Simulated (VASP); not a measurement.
**VASP 6.6.1 run: BN**

INCAR

```
NSW = 0
ISMEAR = -1
ISPIN = 2
PREC = Accurate
LWAVE = .FALSE.
LASPH = .TRUE.
MAGMOM = 1 -1
ENCUT = 520
IBRION = -1
SIGMA = 0.02
EDIFF = 1E-7
LREAL = .FALSE.
LCHARG = .FALSE.
ISIF = 2
NBANDS = 11
NELM = 64
GGA = PE
```

KPOINTS

```
KPOINTS created by Atomic Simulation Environment
0
Gamma
12 12 12
0 0 0
```

POSCAR

```
B  N
 1.0000000000000000
     0.0000000000000000    1.8048254497000000    1.8499460859000001
     1.8048254497000000    0.0000000000000000    1.8499460859000001
     1.8048254497000000    1.8048254497000000    0.0000000000000000
 B   N
   1   1
Cartesian
  0.0000000000000000  0.0000000000000000  0.0000000000000000
  0.9024127248500000  0.9024127248500000  0.9249730429500000
```

The recommended PBE PAW datasets give the neutral cell 8 valence electrons.

Command

```
mpirun -np 1 vasp_std
```

OSZICAR

```
N       E                     dE             d eps       ncg     rms          rms(c)
DAV:   1     0.107460052637E+02    0.10746E+02   -0.49996E+03  7380   0.725E+02
DAV:   2    -0.176083469746E+02   -0.28354E+02   -0.27500E+02  8650   0.164E+02
DAV:   3    -0.181356549719E+02   -0.52731E+00   -0.52649E+00  8404   0.192E+01
DAV:   4    -0.181362872363E+02   -0.63226E-03   -0.63225E-03  7712   0.748E-01
DAV:   5    -0.181362878465E+02   -0.61016E-06   -0.61017E-06  8213   0.227E-02    0.735E+00
DAV:   6    -0.175153761518E+02    0.62091E+00   -0.38117E+00  7517   0.101E+01    0.321E+00
DAV:   7    -0.174517033848E+02    0.63673E-01   -0.11960E-01  7913   0.278E+00    0.188E+00
DAV:   8    -0.174331021490E+02    0.18601E-01   -0.38854E-02  7825   0.153E+00    0.469E-01
DAV:   9    -0.174390374873E+02   -0.59353E-02   -0.40087E-03  7349   0.701E-01    0.197E-01
DAV:  10    -0.174398920933E+02   -0.85461E-03   -0.26722E-04  7872   0.160E-01    0.669E-02
DAV:  11    -0.174399526272E+02   -0.60534E-04   -0.92657E-05  7525   0.877E-02    0.260E-02
DAV:  12    -0.174399601443E+02   -0.75170E-05   -0.88244E-06  8278   0.284E-02    0.990E-03
DAV:  13    -0.174399617025E+02   -0.15582E-05   -0.11068E-06  7586   0.967E-03    0.537E-03
DAV:  14    -0.174399621372E+02   -0.43477E-06   -0.31509E-07  8030   0.478E-03    0.227E-03
DAV:  15    -0.174399621868E+02   -0.49560E-07   -0.57759E-08  3802   0.179E-03
   1 F= -.17439962E+02 E0= -.17439962E+02  d E =-.342712E-13  mag=     0.0000
```

It converged. Results: pressure -4.2 GPa; magnetic moment of the cell 0.00 μB.

For comparison, a separate PBE run of the intended cell, on usual settings and not on those above, gives a gap of 4.22 eV on its mesh and a pressure of -4.2 GPa.

The run above took about 33 s on one core of a shared host (Intel Xeon Platinum 8488C) and held 0.15 GiB at most.
